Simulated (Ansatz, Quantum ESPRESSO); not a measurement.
# LiH(001): dielectric constant from slabs in a field, part 4 of 7

Wanted: electronic and ionic screening from finite-field slabs, the first being LiH(001), 5 layers.

Quantum ESPRESSO 7.5; plane-wave DFT, PBE, PseudoDojo norm-conserving pseudopotentials; geometry by Ansatz 0.2.0 with PAW datasets.

So far. Step 6 (Potential by pp.x, 5 layers): The slope in the vacuum is 0.100 eV/Å for an applied 0.10 V/Å, as it should be. Step 7 (Clamped-ion dielectric constant from the field inside …): ε = 0.1000 / 0.0230 = 4.34.

### Step 8. Relaxing the ions, 5 layers: ions relaxed in a field of 0.0 V/Å

For the ionic share, the slab is first relaxed tightly without a field, by the same code.

n5.r0.in reads:

```
&control
  prefix = 'n5.r0'
  outdir = './out'
  pseudo_dir = './pseudo'
  nstep = 30
  forc_conv_thr = 5e-05
  calculation = 'relax'
  tefield = .true.
  dipfield = .true.
  etot_conv_thr = 1e-07
/
&system
  ibrav = 0
  nat = 10
  ntyp = 2
  ecutwfc = 66
  ecutrho = 264
  occupations = 'fixed'
  edir = 3
  emaxpos = 0.97
  eopreg = 0.04
  eamp = 0.0
/
&electrons
  conv_thr = 1e-10
  mixing_beta = 0.5
  electron_maxstep = 120
/
&ions
/
ATOMIC_SPECIES
  Li  6.9400  Li.dojo-sr-pbe-0.4.1-standard.upf
  H   1.0080  H.dojo-sr-pbe-0.4.1-standard.upf
CELL_PARAMETERS angstrom
  2.82842712470000 0.00000000000000 0.00000000000000
  0.00000000000000 2.82842712470000 0.00000000000000
  0.00000000000000 0.00000000000000 24.00000000000000
ATOMIC_POSITIONS crystal
  Li  0.000000000000 0.000000000000 0.335481629315
  H   0.500000000000 0.500000000000 0.333157298721
  Li  0.500000000000 0.500000000000 0.416594117981
  H   -0.000000000000 0.000000000000 0.416850447819
  Li  -0.000000000000 0.000000000000 0.499999968478
  H   0.500000000000 0.500000000000 0.500000070519
  Li  0.500000000000 0.500000000000 0.583405803976
  H   -0.000000000000 0.000000000000 0.583149634308
  Li  0.000000000000 0.000000000000 0.664518293867
  H   0.500000000000 0.500000000000 0.666842735015
K_POINTS automatic
  8 8 1 0 0 0
```

The run is started by

```
$ OMP_NUM_THREADS=1 mpirun -n 4 pw.x -nk 4 -in n5.r0.in > n5.r0.out
```

The program printed:

```text
[banner, memory and clock lines left out]
Program PWSCF v.7.5 starts
[citation notice left out]

[...]
bravais-lattice index     =            0
     lattice parameter (alat)  =       5.3450  a.u.
     unit-cell volume          =    1295.6802 (a.u.)^3
     number of atoms/cell      =           10
     number of atomic types    =            2
     number of electrons       =        20.00
     number of Kohn-Sham states=           10
     kinetic-energy cutoff     =      66.0000  Ry
     charge density cutoff     =     264.0000  Ry
     scf convergence threshold =      1.0E-10
     mixing beta               =       0.5000
     number of iterations used =            8  plain     mixing
     energy convergence thresh.=      1.0E-07
     force convergence thresh. =      5.0E-05
     Exchange-correlation= PBE
                           (   1   4   3   4   0   0   0)
     nstep                     =           30

[...]
PseudoPot. # 1 for Li read from file:
     ./pseudo/Li.dojo-sr-pbe-0.4.1-standard.upf
     Pseudo is Norm-conserving, Zval =  3.0
     Generated using ONCVPSP code by D. R. Hamann
     Using radial grid of 1944 points,  4 beta functions with:
                l(1) =   0
                l(2) =   0
                l(3) =   1
                l(4) =   1

     PseudoPot. # 2 for H  read from file:
     ./pseudo/H.dojo-sr-pbe-0.4.1-standard.upf
     Pseudo is Norm-conserving, Zval =  1.0
     Generated using ONCVPSP code by D. R. Hamann
     Using radial grid of 1166 points,  3 beta functions with:
                l(1) =   0
                l(2) =   0
                l(3) =   1

     atomic species   valence    mass     pseudopotential
     Li                3.00     6.94000     Li( 1.00)
     H                 1.00     1.00800     H ( 1.00)

     No symmetry found

[...]
number of k points=    34
[...]
Dense  grid:    93819 G-vectors     FFT dimensions: (  27,  27, 240)

     Initial potential from superposition of free atoms

     starting charge      19.9772, renormalised to      20.0000

     negative rho (up, down):  3.508E-05 0.000E+00

     Adding external electric field

     Computed dipole along edir(3) :
        Dipole               -0.0000 Ry au,         -0.0000 Debye
        Dipole field         -0.0000 Ry au,

        Potential amp.        0.0000 Ry
        Total length         43.5393 bohr

     Starting wfcs are   15 randomized atomic wfcs

     per-process dynamical memory:    60.7 Mb

     Self-consistent Calculation

     iteration #  1     ecut=    66.00 Ry     beta= 0.50
     Davidson diagonalization with overlap
     ethr =  1.00E-02,  avg # of iterations =  2.0

     negative rho (up, down):  9.108E-07 0.000E+00

     Adding external electric field

     Computed dipole along edir(3) :
        Dipole                0.0003 Ry au,          0.0009 Debye
        Dipole field          0.0000 Ry au,

        Potential amp.       -0.0003 Ry
        Total length         43.5393 bohr

     total energy              =     -78.11419597 Ry
     estimated scf accuracy    <       0.44987585 Ry

     iteration #  2     ecut=    66.00 Ry     beta= 0.50
[...]
negative rho (up, down):  6.956E-08 0.000E+00

[...]
Dipole               -0.0001 Ry au,         -0.0001 Debye
[...]
total energy              =     -78.14947570 Ry
     estimated scf accuracy    <       0.03396788 Ry

     iteration #  3     ecut=    66.00 Ry     beta= 0.50
[...]
negative rho (up, down):  1.282E-08 0.000E+00

[...]
Dipole                0.0001 Ry au,          0.0002 Debye
[...]
total energy              =     -78.15496934 Ry
     estimated scf accuracy    <       0.00136741 Ry

     iteration #  4     ecut=    66.00 Ry     beta= 0.50
[...]
Dipole               -0.0000 Ry au,         -0.0001 Debye
[...]
total energy              =     -78.15528751 Ry
     estimated scf accuracy    <       0.00023415 Ry

     iteration #  5     ecut=    66.00 Ry     beta= 0.50
[...]
Dipole                0.0000 Ry au,          0.0001 Debye
[...]
total energy              =     -78.15532186 Ry
     estimated scf accuracy    <       0.00002281 Ry

     iteration #  6     ecut=    66.00 Ry     beta= 0.50
[...]
Dipole               -0.0000 Ry au,         -0.0001 Debye
[...]
total energy              =     -78.15532643 Ry
     estimated scf accuracy    <       0.00000230 Ry

[...]
iteration #  9     ecut=    66.00 Ry     beta= 0.50
[...]
Dipole                0.0000 Ry au,          0.0000 Debye
[...]
total energy              =     -78.15532702 Ry
     estimated scf accuracy    <          6.8E-09 Ry

     iteration # 10     ecut=    66.00 Ry     beta= 0.50
[...]
Dipole               -0.0000 Ry au,         -0.0000 Debye
[...]
total energy              =     -78.15532702 Ry
     estimated scf accuracy    <          2.6E-09 Ry

     iteration # 11     ecut=    66.00 Ry     beta= 0.50
[...]
Dipole               -0.0000 Ry au,         -0.0000 Debye
[...]
total energy              =     -78.15532702 Ry
     estimated scf accuracy    <          1.0E-10 Ry

     iteration # 12     ecut=    66.00 Ry     beta= 0.50
[...]
atom    4 type  2   force =     0.00000000   -0.00000000   -0.00005040
     atom    5 type  1   force =    -0.00000000    0.00000000    0.00000030
     atom    6 type  2   force =     0.00000000   -0.00000000   -0.00000039
     atom    7 type  1   force =    -0.00000000   -0.00000000    0.00004800
     atom    8 type  2   force =    -0.00000000    0.00000000    0.00004980
     atom    9 type  1   force =     0.00000000   -0.00000000    0.00005194
     atom   10 type  2   force =     0.00000000    0.00000000   -0.00013594

     Total force =     0.000228     Total SCF correction =     0.000003

     BFGS Geometry Optimization
     Energy error            =      5.2E-08 Ry
     Gradient error          =      1.4E-04 Ry/Bohr

     number of scf cycles    =   1
     number of bfgs steps    =   0

     energy             new  =     -78.1553270235 Ry

     new trust radius        =       0.0001359383 bohr
     new conv_thr            =            1.0E-10 Ry

ATOMIC_POSITIONS (crystal)
Li              -0.0000000002       -0.0000000000        0.3354804919
H                0.5000000001        0.5000000000        0.3331602895
Li               0.4999999998        0.5000000000        0.4165930736
H                0.0000000002       -0.0000000004        0.4168493365
Li              -0.0000000004        0.0000000003        0.4999999750
H                0.5000000005        0.4999999999        0.5000000620
Li               0.4999999998        0.4999999997        0.5834068623
H               -0.0000000000        0.0000000000        0.5831507323
Li               0.0000000001       -0.0000000001        0.6645194391
H                0.5000000001        0.5000000006        0.6668397377

[...]
NEW-OLD atomic charge density approx. for the potential

     Adding external electric field

     Computed dipole along edir(3) :
        Dipole               -0.0000 Ry au,         -0.0000 Debye
        Dipole field         -0.0000 Ry au,

        Potential amp.        0.0000 Ry
        Total length         43.5393 bohr

     per-process dynamical memory:    69.1 Mb

[...]
!    total energy              =     -78.15532707 Ry
[...]
Total force =     0.000209     Total SCF correction =     0.000005
[...]
number of bfgs steps    =   1
[...]
energy             new  =     -78.1553270732 Ry
[...]
WARNING: bfgs curvature condition failed, Theta= 0.870
     new trust radius        =       0.0001495322 bohr
[...]
!    total energy              =     -78.15532712 Ry
[...]
Total force =     0.000188     Total SCF correction =     0.000001
[...]
number of bfgs steps    =   2
[...]
energy             new  =     -78.1553271230 Ry
[...]
new trust radius        =       0.0002242982 bohr
[...]
!    total energy              =     -78.15532719 Ry
[...]
Total force =     0.000158     Total SCF correction =     0.000002
[...]
number of bfgs steps    =   3
[...]
energy             new  =     -78.1553271877 Ry
[...]
new trust radius        =       0.0003364473 bohr
[...]
!    total energy              =     -78.15532726 Ry
[...]
Total force =     0.000115     Total SCF correction =     0.000002
[...]
number of bfgs steps    =   4
[...]
energy             new  =     -78.1553272636 Ry
[...]
new trust radius        =       0.0005046710 bohr
[...]
Self-consistent Calculation

     iteration #  1     ecut=    66.00 Ry     beta= 0.50
     Davidson diagonalization with overlap
     ethr =  1.00E-06,  avg # of iterations =  1.4

     Threshold (ethr) on eigenvalues was too large:
     Diagonalizing with lowered threshold

     Davidson diagonalization with overlap
     ethr =  5.90E-11,  avg # of iterations =  3.8

     Adding external electric field

     Computed dipole along edir(3) :
        Dipole                0.0000 Ry au,          0.0000 Debye
        Dipole field          0.0000 Ry au,

        Potential amp.       -0.0000 Ry
        Total length         43.5393 bohr

     total energy              =     -78.15532732 Ry
     estimated scf accuracy    <       0.00000005 Ry

[...]
iteration #  6     ecut=    66.00 Ry     beta= 0.50
[...]
Dipole               -0.0000 Ry au,         -0.0000 Debye
[...]
End of self-consistent calculation

          k = 0.0000 0.0000 0.0000 ( 11709 PWs)   bands (ev):

   -46.7428 -46.7428 -46.6016 -46.5289 -46.5226  -7.6141  -6.9665  -5.9660
    -4.7124  -3.2968

          k = 0.0000 0.1250 0.0000 ( 11670 PWs)   bands (ev):

   -46.7402 -46.7402 -46.5983 -46.5267 -46.5211  -7.4333  -6.7974  -5.8168
    -4.6008  -3.2699

[...]
highest occupied level (ev):    -1.9251

!    total energy              =     -78.15532733 Ry
     estimated scf accuracy    <          9.4E-13 Ry

     The total energy is the sum of the following terms:
     one-electron contribution =    -504.91640002 Ry
     hartree contribution      =     246.87444506 Ry
     xc contribution           =     -20.54812908 Ry
     ewald contribution        =     200.43475671 Ry
     electric field correction =       0.00000000 Ry

     convergence has been achieved in   6 iterations

     Forces acting on atoms (cartesian axes, Ry/au):

     atom    1 type  1   force =     0.00000000   -0.00000000    0.00001809
     atom    2 type  2   force =    -0.00000000   -0.00000000    0.00002723
     atom    3 type  1   force =     0.00000000   -0.00000000   -0.00001077
     atom    4 type  2   force =    -0.00000000    0.00000000   -0.00002890
     atom    5 type  1   force =     0.00000000   -0.00000000   -0.00000018
     atom    6 type  2   force =    -0.00000000    0.00000000    0.00000009
     atom    7 type  1   force =     0.00000000    0.00000000    0.00001053
     atom    8 type  2   force =     0.00000000   -0.00000000    0.00002917
     atom    9 type  1   force =    -0.00000000    0.00000000   -0.00001817
     atom   10 type  2   force =    -0.00000000   -0.00000000   -0.00002710

     Total force =     0.000064     Total SCF correction =     0.000002
     Energy error            =      6.8E-08 Ry
     Gradient error          =      2.9E-05 Ry/Bohr

     bfgs converged in   6 scf cycles and   5 bfgs steps
     (criteria: energy <  1.0E-07 Ry, force <  5.0E-05 Ry/Bohr)

     End of BFGS Geometry Optimization

     Final energy             =     -78.1553273315 Ry

     File ./out/n5.r0.bfgs deleted, as requested
Begin final coordinates

ATOMIC_POSITIONS (crystal)
Li              -0.0000000005       -0.0000000001        0.3354726044
H                0.5000000003        0.5000000000        0.3331870362
Li               0.4999999994        0.4999999999        0.4165836521
H                0.0000000006       -0.0000000012        0.4168376117
Li              -0.0000000012        0.0000000007        0.5000000170
H                0.5000000014        0.4999999997        0.5000000031
Li               0.4999999995        0.4999999993        0.5834163680
H               -0.0000000001        0.0000000001        0.5831623740
Li               0.0000000002       -0.0000000002        0.6645273843
H                0.5000000004        0.5000000017        0.6668129492
End final coordinates

[...]
```

Wall time 72 s (4 MPI ranks of Arm Neoverse V1, shared host); peak memory 0.46 GiB.

No atom moved by 0.005 Å in the relaxation.

Numbers from this step:

* free energy: -1063.3574 eV
* dipole along the normal: 0 e·Å
* valence top, on the run's zero: -1.925 eV

### Step 9. Electrostatic potential, 5 layers

n5.r0.pot.in reads:

```
&inputpp
  prefix = 'n5.r0'
  outdir = './out'
  filplot = 'n5.r0.pot.dat'
  plot_num = 11
/
```

The run is started by

```
$ OMP_NUM_THREADS=1 mpirun -n 4 pp.x -in n5.r0.pot.in > n5.r0.pot.out
```

The job ended after 0.73 s (4 MPI ranks; peak memory 0.11 GiB).

This step gave:

- slope of the potential above: 3.95e-5 eV/Å
- upper vacuum line continued to the top atoms, over the valence top: 4.091 eV
- slope of the potential below: -2.91e-5 eV/Å
- lower vacuum line continued to the bottom atoms, over the valence top: 4.091 eV
- vacuum level at the upper face over the valence top of the mesh: 4.091 eV
- vacuum level at the lower face over the valence top of the mesh: 4.091 eV

(Continued in part 5 of 7.)

[Logs are printed without paths, hosts, clocks, repeated set-up lines and the standing remarks that a program may print on its own settings, such as how far it seeks lower states.]

[Hosts, paths, dates, database ids (printed as entryN), source tags and the programs' standing remarks are cut or masked in the printed files.]

[Maps of the electrostatic potential energy from Ansatz leave out the sawtooth potential of an applied field or a dipole correction, so their vacuum need not be flat; planar profiles and work functions include it.]
